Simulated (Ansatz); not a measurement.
(001) slab cut from the bulk of C, 15 Å of vacuum:

```xyz
8
Lattice="2.4665 0.0000 0.0000 -1.2333 2.1361 0.0000 0.0000 0.0000 58.6656" Properties=species:S:1:pos:R:3 pbc="T T T"
C     0.0000    0.0000    7.5000
C     1.2333    0.7120    7.5002
C     0.0000    0.0000   27.1335
C     0.0000    1.4240   27.1333
C     0.0000    0.0000   31.5321
C     1.2333    0.7120   31.5322
C     0.0000    0.0000   51.1656
C     0.0000    1.4240   51.1654
```

All numbers below come from Ansatz, DFT PBE, scalar-relativistic, plane waves, PAW. Cutoff 420 eV; k points 15×15×1 on the computed 8-atom cell (Γ-centred); Gaussian smearing, width 0.10 eV; no spin polarisation. A dipole correction removes the field between periodic images along c.

This base run converges in 6 iterations with a largest force of 0.003 eV/Å and a work function of 4.25 eV on the top face.

One setting at a time is then changed, some of them on purpose to poor values; changes count from the base run, energies are extrapolated to zero smearing, γ keeps the base's bulk energy, atoms stay where they are, and risky runs are capped at 50 to 100 iterations.

Problem. What happens with field of 0.1 V/Å along c?

Solution. It converges in 7 iterations; ΔE (meV/atom) -0.7, largest force (eV/Å) 0.003, largest change of a force (eV/Å) 0.000.

Problem. What happens with cutoff 550 eV?

Solution. It converges in 6 iterations; ΔE (meV/atom) -2.9, Δφ top (eV) 0.00, largest force (eV/Å) 0.003, largest change of a force (eV/Å) 0.000.

Problem. What happens with occupations cold 0.2 eV?

Solution. It converges in 6 iterations; ΔE (meV/atom) -0.1, Δγ (J/m²) -0.001, Δφ top (eV) -0.03, largest force (eV/Å) 0.003, largest change of a force (eV/Å) 0.000.

Problem. What happens with occupations fermi-dirac 0.025 eV?

Solution. It converges in 7 iterations; ΔE (meV/atom) +0.1, Δγ (J/m²) +0.001, Δφ top (eV) 0.00, largest force (eV/Å) 0.003, largest change of a force (eV/Å) 0.000.

Problem. What happens with vacuum of 7 Å?

Solution. It converges in 6 iterations; ΔE (meV/atom) 0.0, Δγ (J/m²) 0.000, Δφ top (eV) 0.00, largest force (eV/Å) 0.003, largest change of a force (eV/Å) 0.000.

The reference crystal is a form of C, which isn't its usual structure.

Cost: 8 runs of about 1.8 core-minutes in all, on Intel Xeon 6975P-C (Granite Rapids) (shared hosts).